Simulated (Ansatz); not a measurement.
**Te on Nb(100): change of the work function**

Aim: the work function of Nb(100) at several coverages of Te (bridge site), and the dipole that each adsorbate carries.

Method: plane-wave DFT, PBE, Ansatz PAW, in the first sound run; inputs show where later runs differ, in Ansatz 0.2.0.

Report form: the programs' logs are mostly left out.

### 1. The structure

The cell holds 5 atoms: 5 Nb. Cell: a = 3.300 Å, b = 3.300 Å, c = 24.600 Å, α = 90.0°, β = 90.0°, γ = 90.0°. Vacuum lies along c.

### 2. The clean slab

The bare slab comes first, as the zero from which every change is counted. The two lowest layers are held at bulk places and the upper ones relax. The dipole correction removes the false field that a one-sided slab makes across the periodic vacuum, so each face gets a flat vacuum level of its own.

File input.yaml:

```yaml
crystal:
  lattice:
    - [3.3, 0.0, 0.0]
    - [0.0, 3.3, 0.0]
    - [0.0, 0.0, 24.6]
  atoms:
    - { symbol: Nb, position: [0.0, 0.0, 0.3658536585] }
    - { symbol: Nb, position: [0.5, 0.5, 0.4329268293] }
    - { symbol: Nb, position: [0.0, 0.0, 0.5] }
    - { symbol: Nb, position: [0.5, 0.5, 0.5670731707] }
    - { symbol: Nb, position: [0.0, 0.0, 0.6341463415] }
kpoints:
  mp_grid: { grid: [9, 9, 1] }
hamiltonian:
  xc: pbe
scf:
  occupations: { method: fermi_dirac, width: 0.1 }
  convergence: { dr2_threshold: 1.0e-08 }
efield:
  axis: 3
  dipole_correction: true
  ramp_position: 0.97
  ramp_width: 0.06
relax:
  f_tol: 0.02
  max_steps: 60
  constraints: [{ sites: [0, 1] }]
output:
  write_potential: true
  write_density: true
  volumetric_format: npy
```

Started as:

```console
ansatz run input.yaml --threads 4 --pin off --max-ram 12288MiB --backend cpu --events-out ev --progress --plain --runs-dir out
```

The job ended after 19 s (4 threads of Arm Neoverse V1, shared host; peak memory 0.59 GiB; 75 s of CPU time).

The steps of the relaxation:

```csv
step,energy less that of the first step (eV),largest force component (eV/Å)
1,0.0000,1.2171
2,-0.0352,1.3788
3,-0.1295,0.1269
4,-0.1307,0.0670
5,-0.1316,0.0054
```

The run keeps the 8 symmetry operations that it works with, so distortions that break them were not tested.

The atoms that moved most (Å):

```csv
atom,dx,dy,dz,length
Nb5,0.000,0.000,-0.163,0.163
Nb4,0.000,0.000,0.044,0.044
```

This step gave:

```yaml
energy_at_zero_smearing: -22758.0916 eV
work_function_upper_face: 3.596 eV
work_function_lower_face: 3.728 eV
dipole_along_the_normal: 0.007936 e·Å
step_between_the_vacuum_levels: -0.1319 eV
```

Running mean over 1.65 Å of the planar mean; the ramp of the sawtooth is left out. Electron's electrostatic potential energy less the Fermi level against z:

```csv
z (Å),electron's electrostatic potential energy less the Fermi level (eV)
3.5,3.73
4.0,3.73
4.5,3.72
5.0,3.71
5.5,3.69
6.0,3.62
6.5,3.42
7.0,2.86
7.5,1.24
8.0,-2.82
8.5,-7.86
9.0,-10.6
9.5,-11.1
10.0,-11.0
10.5,-10.9
11.0,-11.0
11.5,-11.1
12.0,-11.1
12.5,-10.9
13.0,-10.6
13.5,-10.7
14.0,-11.6
14.5,-12.9
15.0,-12.9
15.5,-11.1
16.0,-7.36
16.5,-2.16
17.0,1.52
17.5,2.89
18.0,3.35
18.5,3.51
19.0,3.57
19.5,3.59
20.0,3.59
20.5,3.59
21.0,3.60
21.5,3.60
```

The relaxation took 5 steps and lowered the energy by 0.13 eV; the largest force on the free atoms ends at 0.0054 eV/Å.

The work function of the upper face is 3.60 eV.

### 3. The covered slab, k-mesh 5×5×1, coverage 0.25 ML

System of this step: Te/Nb(100). The cell holds 21 atoms: 20 Nb and 1 Te. Cell: a = 6.600 Å, b = 6.600 Å, c = 27.145 Å, α = 90.0°, β = 90.0°, γ = 90.0°. Vacuum lies along c.

The clean slab as it ended is repeated in the plane and the adsorbate is set on one face; the cell's size fixes the coverage, and the k-mesh shrinks with it to keep the sampling density about even. Adsorbate and upper layers relax, since the dipole depends on the height.

File input.yaml:

```yaml
crystal:
  lattice:
    - [6.6, 0.0, 0.0]
    - [0.0, 6.6, 0.0]
    - [0.0, 0.0, 27.1450980214]
  atoms:
    - { symbol: Nb, position: [0.0, 0.0, 0.3315515749] }
    - { symbol: Nb, position: [0.25, 0.25, 0.3923360304] }
    - { symbol: Nb, position: [0.0, 0.0, 0.4530995762] }
    - { symbol: Nb, position: [0.25, 0.25, 0.5155401631] }
    - { symbol: Nb, position: [0.0, 0.0, 0.5686917976] }
    - { symbol: Nb, position: [0.0, 0.5, 0.3315515749] }
    - { symbol: Nb, position: [0.25, 0.75, 0.3923360304] }
    - { symbol: Nb, position: [0.0, 0.5, 0.4530995762] }
    - { symbol: Nb, position: [0.25, 0.75, 0.5155401631] }
    - { symbol: Nb, position: [0.0, 0.5, 0.5686917976] }
    - { symbol: Nb, position: [0.5, 0.0, 0.3315515749] }
    - { symbol: Nb, position: [0.75, 0.25, 0.3923360304] }
    - { symbol: Nb, position: [0.5, 0.0, 0.4530995762] }
    - { symbol: Nb, position: [0.75, 0.25, 0.5155401631] }
    - { symbol: Nb, position: [0.5, 0.0, 0.5686917976] }
    - { symbol: Nb, position: [0.5, 0.5, 0.3315515749] }
    - { symbol: Nb, position: [0.75, 0.75, 0.3923360304] }
    - { symbol: Nb, position: [0.5, 0.5, 0.4530995762] }
    - { symbol: Nb, position: [0.75, 0.75, 0.5155401631] }
    - { symbol: Nb, position: [0.5, 0.5, 0.5686917976] }
    - { symbol: Te, position: [0.25, 0.0, 0.6684484251] }
kpoints:
  mp_grid: { grid: [5, 5, 1] }
hamiltonian:
  xc: pbe
scf:
  occupations: { method: fermi_dirac, width: 0.1 }
  convergence: { dr2_threshold: 1.0e-08 }
efield:
  axis: 3
  dipole_correction: true
  ramp_position: 0.97
  ramp_width: 0.06
relax:
  f_tol: 0.02
  max_steps: 60
  constraints: [{ sites: [0, 1, 5, 6, 10, 11, 15, 16] }]
output:
  bader: true
  dos: { projected: true, e_range: [-8, 4] }
  write_potential: true
  write_density: true
  volumetric_format: npy
  elf: true
```

The job ended after 8.6 min (4 threads; peak memory 4.5 GiB).

Relaxation path:

```csv
step,energy less that of the first step (eV),largest force component (eV/Å)
1,0.0000,2.2267
2,-0.6987,0.8112
3,-0.6498,1.6260
4,-0.7908,0.2243
5,-0.7950,0.0870
6,-0.7958,0.0426
7,-0.7961,0.0073
```

Relaxation step 3 was tried and not accepted.

The run keeps the 4 symmetry operations that it works with, so distortions that break them were not tested.

The atoms that moved most (Å):

```csv
atom,dx,dy,dz,length
Te21,0.000,0.000,-0.286,0.286
Nb5,0.053,0.000,0.171,0.179
Nb15,-0.053,0.000,0.171,0.179
Nb10,0.032,0.000,-0.041,0.052
Nb20,-0.032,0.000,-0.041,0.052
Nb4,0.000,-0.014,-0.025,0.029
Nb9,0.000,0.014,-0.025,0.029
Nb14,0.000,0.013,0.013,0.019
```

The relaxed structure:

```
Nb Te
1.0
     6.60000    0.00000    0.00000
     0.00000    6.60000    0.00000
     0.00000    0.00000   27.14510
Nb Te
20 1
Direct
  0.00000 0.00000 0.33155
  0.25000 0.25000 0.39234
  0.99893 0.00000 0.45320
  0.25000 0.24781 0.51461
  0.00806 0.00000 0.57500
  0.00000 0.50000 0.33155
  0.25000 0.75000 0.39234
  0.99890 0.50000 0.45296
  0.25000 0.75219 0.51461
  0.00481 0.50000 0.56718
  0.50000 0.00000 0.33155
  0.75000 0.25000 0.39234
  0.50107 0.00000 0.45320
  0.75000 0.25200 0.51603
  0.49194 0.00000 0.57500
  0.50000 0.50000 0.33155
  0.75000 0.75000 0.39234
  0.50110 0.50000 0.45296
  0.75000 0.74800 0.51603
  0.49519 0.50000 0.56718
  0.25000 0.00000 0.65793
```

This step gave:

```
energy at zero smearing        : -98014.2690 eV
work function, upper face      : 4.631 eV
work function, lower face      : 3.722 eV
dipole along the normal        : -0.2189 e·Å
step between the vacuum levels : 0.9092 eV
```

Running mean over 1.65 Å of the planar mean; the ramp of the sawtooth is left out. Table of electron's electrostatic potential energy less the Fermi level by z:

```csv
z (Å),electron's electrostatic potential energy less the Fermi level (eV)
4,3.72
5,3.71
6,3.61
7,2.85
8,-2.83
9,-10.6
10,-11.0
11,-11.0
12,-11.1
13,-10.6
14,-11.3
15,-12.2
16,-7.83
17,0.675
18,2.67
19,3.67
20,4.54
21,4.62
22,4.63
23,4.63
24,4.63
```

The density of states has structure finer than the step of the table below, so its rows give means over 0.25 eV, whole bins alone (the curve runs from -8 to 1.83 eV). Peaks (eV: height): -2.860: 40.9, -1.980: 64.6, -1.500: 43.8, -1.410: 47.5, -1.290: 43.3, -1.080: 40.5, -0.990: 58.9.

The density of states by energy, zero at the Fermi level; means over each step:

energy (eV), density of states (states/eV a cell) and a bar:
```
    -5.75        0.0 
    -5.50        0.3 
    -5.25        1.4 #
    -5.00        1.4 #
    -4.75        2.6 ##
    -4.50        1.3 #
    -4.25        1.4 #
    -4.00        5.2 ####
    -3.75        4.3 ###
    -3.50       13.8 ###########
    -3.25       22.4 ##################
    -3.00       21.9 ##################
    -2.75       32.8 ###########################
    -2.50       25.3 #####################
    -2.25       27.5 ######################
    -2.00       28.2 #######################
    -1.75       27.1 ######################
    -1.50       33.9 ############################
    -1.25       29.6 ########################
    -1.00       37.0 ##############################
    -0.75       25.6 #####################
    -0.50       29.7 ########################
    -0.25       30.0 ########################
     0.00       25.5 #####################
     0.25       22.4 ##################
     0.50       25.7 #####################
     0.75       23.9 ###################
     1.00       20.6 #################
     1.25       17.1 ##############
     1.50       21.6 ##################
```

Projected DOS per atom over height of the atomic layer and energy from the Fermi level. Layers: Nb4 Nb4 Nb4 Nb4 Nb4 Te from below.

Ten even steps from '_' (0.00 states/eV) to '@' (2.33 states/eV), each cell a mean:
```
##--==::++..
==::::..**::
@@::--::%%..
@@==::--**..
%%==++==##::
**==++==++--
%%******##--
**##**##++**
++**==++++**
++++====++%%
==****++++##
..==++==----
__........__
____________
____________
____________
____________
____________
____________
____________
____________
____________
```
Columns: height of the atomic layer (Å) from 9 to 17.9 (not evenly spaced); rows upwards: energy from the Fermi level (eV) from -7.96 to 1.75.

Valence density in the ca plane at fractional y = 0.000, with atoms of Nb and Te within 0.2 Å of it. It is the smooth field of the valence electrons, not physical close to the nuclei.

Ten steps, logarithmic in the rise over the least value, from '0' (0 e/Å³) to '9' (14 e/Å³), each cell a mean:
```
77752222577753222577752100000000000000000000
66532222456542212356531000000000000000000000
33322222233322112223210000000000000000000000
12222112222211112221110000000000000000000000
11222111221111112221110000000000000000000000
22222112222221112222110000000000000000000000
45432222345432112244421000000000000000000000
77642222577752212467652100000000000000000000
77753223577753222577763111000000000000000000
77752222577753222577763222110000000000000000
66542222456542222466643233321000000000000000
33322212233322222234322356642100000000000000
12222111222221112222223479963200000000000000
11222111111111112222123489973200000000000000
22222112222222122223223468853100000000000000
45432222345432222345532344432100000000000000
77642222467652222467753222221000000000000000
77753223577763222577763111110000000000000000
```
Columns run along c (16.0 Å, from fractional 0.32 to 0.91 of the cell), rows up along a (6.6 Å). Atoms in or near the plane, at fractional coordinates: Nb at (0.33, 0.00), Nb at (0.45, 0.00), Nb at (0.58, 0.01), Nb at (0.33, 0.50), Nb at (0.45, 0.50), Nb at (0.58, 0.49), Te at (0.66, 0.25).

Electrostatic potential energy in the ca plane at fractional y = 0.000, with atoms of Nb and Te within 0.2 Å of it. With pseudopotentials it is smooth inside the atoms' cores, unlike the true potential.

Ten even steps from '0' (-74 eV) to '9' (7 eV), each cell a mean:
```
00158998510158998510148999999999999999999999
43479999743479999754478999999999999999999999
77899999887889999988889999999999999999999999
99999999999999999999999999999999999999999999
99999999999999999999999999999999999999999999
88999999998899999998999999999999999999999999
65689999865689999876689999999999999999999999
21268998620258999631258999999999999999999999
00048998400048998500037999999999999999999999
00158998510158998510048999999999999999999999
43479999743479999742368887789999999999999999
87899999987889999877788778878999999999999999
99999999999999999999998799987999999999999999
99999999999999999999998799987999999999999999
88899999988899999988898789978999999999999999
65689999865689999864578877779999999999999999
21268998621268998620158998899999999999999999
00048998400048998400037999999999999999999999
```
Columns run along c (16.0 Å, from fractional 0.32 to 0.91 of the cell; values clipped at the 3rd and 97th percentile), rows up along a (6.6 Å). Atoms in or near the plane, at fractional coordinates: Nb at (0.33, 0.00), Nb at (0.45, 0.00), Nb at (0.58, 0.01), Nb at (0.33, 0.50), Nb at (0.45, 0.50), Nb at (0.58, 0.49), Te at (0.66, 0.25).

ELF in the ca plane at fractional y = 0.000, with atoms of Nb and Te within 0.2 Å of it. It is the smooth field of the valence electrons, not physical close to the nuclei.

Values, 10 rows by 16 columns, each cell a mean:
```
0.66 0.40 0.32 0.61 0.49 0.34 0.50 0.63 0.14 0.33 0.24 0.06 0.01 0.00 0.00 0.00
0.30 0.40 0.43 0.28 0.30 0.46 0.35 0.22 0.06 0.04 0.02 0.00 0.00 0.00 0.00 0.00
0.32 0.48 0.43 0.36 0.39 0.44 0.57 0.28 0.09 0.02 0.00 0.00 0.00 0.00 0.00 0.00
0.43 0.37 0.40 0.38 0.32 0.44 0.32 0.33 0.06 0.08 0.06 0.01 0.00 0.00 0.00 0.00
0.58 0.42 0.29 0.57 0.51 0.30 0.55 0.60 0.22 0.48 0.37 0.10 0.01 0.00 0.00 0.00
0.65 0.40 0.32 0.61 0.48 0.38 0.50 0.60 0.48 0.67 0.68 0.28 0.03 0.00 0.00 0.00
0.29 0.40 0.42 0.27 0.29 0.46 0.35 0.29 0.50 0.28 0.70 0.45 0.06 0.00 0.00 0.00
0.32 0.48 0.42 0.36 0.40 0.40 0.48 0.31 0.43 0.06 0.65 0.50 0.07 0.00 0.00 0.00
0.43 0.37 0.40 0.37 0.32 0.47 0.37 0.41 0.52 0.43 0.72 0.41 0.05 0.00 0.00 0.00
0.57 0.42 0.29 0.57 0.50 0.33 0.53 0.56 0.41 0.69 0.62 0.23 0.02 0.00 0.00 0.00
```
Columns run along c (16.0 Å, from fractional 0.32 to 0.91 of the cell), rows up along a (6.6 Å). Atoms in or near the plane, at fractional coordinates: Nb at (0.33, 0.00), Nb at (0.45, 0.00), Nb at (0.58, 0.01), Nb at (0.33, 0.50), Nb at (0.45, 0.50), Nb at (0.58, 0.49), Te at (0.66, 0.25).

The relaxation took 7 steps and lowered the energy by 0.80 eV; the largest force on the free atoms ends at 0.0073 eV/Å.

By hand: a sheet of dipoles makes a step −p/(ε₀A) in the electron's potential. With e/ε₀ = 180.95 V·Å, p = -0.2189 e·Å and A = 43.56 Å², that is −180.95 × (-0.2189) / 43.56 = +0.909 eV, and the two vacuum levels of the run differ by +0.909 eV.

The covered face has 4.63 eV, +1.03 eV against the clean one; the bare back face has moved by -0.01 eV, a measure of how thin the slab is.

### 4. The covered slab, k-mesh 5×5×1, coverage 0.5 ML

System of this step: Te/Nb(100). The cell holds 22 atoms: 20 Nb and 2 Te. Cell: a = 6.600 Å, b = 6.600 Å, c = 27.145 Å, α = 90.0°, β = 90.0°, γ = 90.0°. Vacuum lies along c.

Another coverage, to see how the dipoles act on each other as their distance changes.

Changes to input.yaml since step 3:

```diff
@@ -27,2 +27,3 @@
     - { symbol: Te, position: [0.25, 0.0, 0.6684484251] }
+    - { symbol: Te, position: [0.75, 0.5, 0.6684484251] }
 kpoints:
@@ -49,2 +50 @@
   volumetric_format: npy
-  elf: true
```

Elapsed: 8.1 min, on 4 threads; peak memory 4.7 GiB; 32 min of CPU time.

Step by step:

```csv
step,energy less that of the first step (eV),largest force component (eV/Å)
1,0.0000,2.2205
2,-1.2835,1.2418
3,-1.4377,0.9543
4,-1.5439,0.1850
5,-1.5527,0.0292
6,-1.5531,0.0034
```

Forces are held to the 8 operations that the run works with; a distortion that breaks them can't arise in this run.

The atoms that moved most (Å):

```csv
atom,dx,dy,dz,length
Te22,0.000,0.000,-0.364,0.364
Te21,0.000,0.000,-0.364,0.364
Nb15,-0.055,0.000,0.099,0.113
Nb20,0.055,0.000,0.099,0.113
Nb5,0.055,0.000,0.099,0.113
Nb10,-0.055,0.000,0.099,0.113
Nb14,0.000,0.015,-0.020,0.024
Nb9,0.000,0.015,-0.020,0.024
```

Final coordinates:

```cif
data_structure
_symmetry_space_group_name_H-M 'P 1'
_symmetry_Int_Tables_number 1
_cell_length_a 6.6000
_cell_length_b 6.6000
_cell_length_c 27.1451
_cell_angle_alpha 90.000
_cell_angle_beta 90.000
_cell_angle_gamma 90.000
_cell_volume 1182.44
loop_
_atom_site_label
_atom_site_type_symbol
_atom_site_fract_x
_atom_site_fract_y
_atom_site_fract_z
_atom_site_occupancy
Nb1 Nb 0.00000 0.00000 0.33155 1
Nb2 Nb 0.25000 0.25000 0.39234 1
Nb3 Nb 0.00019 0.00000 0.45324 1
Nb4 Nb 0.25000 0.24778 0.51482 1
Nb5 Nb 0.00827 0.00000 0.57234 1
Nb6 Nb 0.00000 0.50000 0.33155 1
Nb7 Nb 0.25000 0.75000 0.39234 1
Nb8 Nb 0.99981 0.50000 0.45324 1
Nb9 Nb 0.25000 0.75222 0.51482 1
Nb10 Nb 0.99173 0.50000 0.57234 1
Nb11 Nb 0.50000 0.00000 0.33155 1
Nb12 Nb 0.75000 0.25000 0.39234 1
Nb13 Nb 0.49981 0.00000 0.45324 1
Nb14 Nb 0.75000 0.25222 0.51482 1
Nb15 Nb 0.49173 0.00000 0.57234 1
Nb16 Nb 0.50000 0.50000 0.33155 1
Nb17 Nb 0.75000 0.75000 0.39234 1
Nb18 Nb 0.50019 0.50000 0.45324 1
Nb19 Nb 0.75000 0.74778 0.51482 1
Nb20 Nb 0.50827 0.50000 0.57234 1
Te21 Te 0.25000 0.00000 0.65505 1
Te22 Te 0.75000 0.50000 0.65505 1
```

Numbers from this step:

| Property | Result |
| --- | --- |
| energy at zero smearing | -104995.6060 eV |
| work function, upper face | 4.952 eV |
| work function, lower face | 3.719 eV |
| dipole along the normal | -0.2968 e·Å |
| step between the vacuum levels | 1.233 eV |

The density of states has structure finer than the step of the table below, so its rows give means over 0.25 eV, whole bins alone (the curve runs from -8 to 1.98 eV). Peaks (eV: height): -2.770: 47.7, -2.440: 51.0, -1.710: 48.9, -1.620: 71.7, -1.380: 50.0, 0.000: 43.7, 1.650: 49.0.

Density of states against energy, zero at the Fermi level; means over each step:

```csv
energy (eV),density of states (states/eV a cell)
-5.75,0
-5.50,0.350
-5.25,1.46
-5.00,1.42
-4.75,2.52
-4.50,1.22
-4.25,1.56
-4.00,5.31
-3.75,6.04
-3.50,15.8
-3.25,21.6
-3.00,26.6
-2.75,34.1
-2.50,30.5
-2.25,25.7
-2.00,23.4
-1.75,31.6
-1.50,37.7
-1.25,29.5
-1.00,29.6
-0.75,27.5
-0.50,30.7
-0.25,28.0
0.00,30.5
0.25,26.2
0.50,28.6
0.75,26.9
1.00,17.5
1.25,15.5
1.50,24.1
1.75,28.3
```

Projected DOS per atom over height of the atomic layer and energy from the Fermi level. Layers: Nb4 Nb4 Nb4 Nb4 Nb4 Te2 from below.

Values in states/eV, 22 rows by 6 columns, each cell a mean:
```
1.95 0.85 1.10 0.51 1.13 0.28
1.26 0.49 0.77 0.38 1.40 0.48
1.62 0.57 0.61 0.45 1.70 0.43
2.72 0.92 0.55 0.74 1.55 0.31
1.86 1.03 1.01 1.06 1.53 0.79
1.85 1.08 1.32 1.35 1.40 0.89
1.68 1.17 1.36 1.48 1.30 0.81
1.53 1.66 1.82 1.92 1.28 1.44
1.29 1.46 0.89 1.02 1.27 1.43
1.20 1.38 1.16 1.08 1.21 1.43
1.22 1.53 1.43 1.37 1.44 1.82
0.56 1.10 1.35 1.24 1.03 1.03
0.24 0.42 0.45 0.47 0.32 0.22
0.15 0.20 0.18 0.21 0.14 0.09
0.05 0.12 0.15 0.11 0.04 0.02
0.04 0.09 0.11 0.08 0.03 0.01
0.01 0.03 0.04 0.03 0.01 0.00
0.00 0.00 0.00 0.00 0.00 0.00
0.00 0.00 0.00 0.00 0.00 0.00
0.00 0.00 0.00 0.00 0.00 0.00
0.00 0.00 0.00 0.00 0.00 0.00
0.00 0.00 0.00 0.00 0.00 0.00
```
Columns: height of the atomic layer (Å) from 9 to 17.8 (not evenly spaced); rows upwards: energy from the Fermi level (eV) from -7.96 to 1.95.

The relaxation took 6 steps and lowered the energy by 1.6 eV; the largest force on the free atoms ends at 0.0034 eV/Å.

The covered face has 4.95 eV, +1.36 eV against the clean one; the bare back face has moved by -0.01 eV, a measure of how thin the slab is.

### 5. Adsorbate added, k-mesh 9×9×1, coverage 1 ML

System of this step: Te/Nb(100). The cell holds 6 atoms: 5 Nb and 1 Te. Cell: a = 3.300 Å, b = 3.300 Å, c = 27.145 Å, α = 90.0°, β = 90.0°, γ = 90.0°. Vacuum lies along c.

input.yaml, the sections that differ from step 4:

```yaml
crystal:
  lattice:
    - [3.3, 0.0, 0.0]
    - [0.0, 3.3, 0.0]
    - [0.0, 0.0, 27.1450980214]
  atoms:
    - { symbol: Nb, position: [0.0, 0.0, 0.3315515749] }
    - { symbol: Nb, position: [0.5, 0.5, 0.3923360304] }
    - { symbol: Nb, position: [0.0, 0.0, 0.4530995762] }
    - { symbol: Nb, position: [0.5, 0.5, 0.5155401631] }
    - { symbol: Nb, position: [0.0, 0.0, 0.5686917976] }
    - { symbol: Te, position: [0.5, 0.0, 0.6684484251] }
kpoints:
  mp_grid: { grid: [9, 9, 1] }
relax:
  f_tol: 0.02
  max_steps: 60
  constraints: [{ sites: [0, 1] }]
output:
  bader: true
  write_potential: true
  write_density: true
  volumetric_format: npy
# hamiltonian, scf, efield: as in step 4
```

It took 53 s on 4 threads; peak memory 0.75 GiB; 3.5 min of CPU time.

The steps of the relaxation:

```csv
step,energy less that of the first step (eV),largest force component (eV/Å)
1,0.0000,1.7116
2,-0.2796,0.4698
3,-0.2828,0.6975
4,-0.3197,0.0639
5,-0.3201,0.0053
```

Forces are held to the 4 operations that the run works with; a distortion that breaks them can't arise in this run.

The atoms that moved most (Å):

```csv
atom,dx,dy,dz,length
Te6,0.000,0.000,-0.268,0.268
Nb5,0.000,0.000,0.139,0.139
Nb4,0.000,0.000,-0.024,0.024
```

The relaxation took 5 steps and lowered the energy by 0.32 eV; the largest force on the free atoms ends at 0.0053 eV/Å.

The covered face has 4.64 eV, +1.04 eV against the clean one; the bare back face has moved by -0.00 eV, a measure of how thin the slab is.

(Part 1 of 2 ends here.)

[Logs are printed without paths, hosts, clocks, repeated set-up lines and the standing remarks that a program may print on its own settings, such as how far it seeks lower states.]

[Hosts, paths, dates, database ids (printed as entryN), source tags and the programs' standing remarks are cut or masked in the printed files.]

[Maps of the electrostatic potential energy from Ansatz leave out the sawtooth potential of an applied field or a dipole correction, so their vacuum need not be flat; planar profiles and work functions include it.]

[The density of states shown here was stored with 400 of the rows of the run's finer table, so its peaks can read low, often by over a quarter, or be missed, and its means over a window can be off by a tenth or more.]
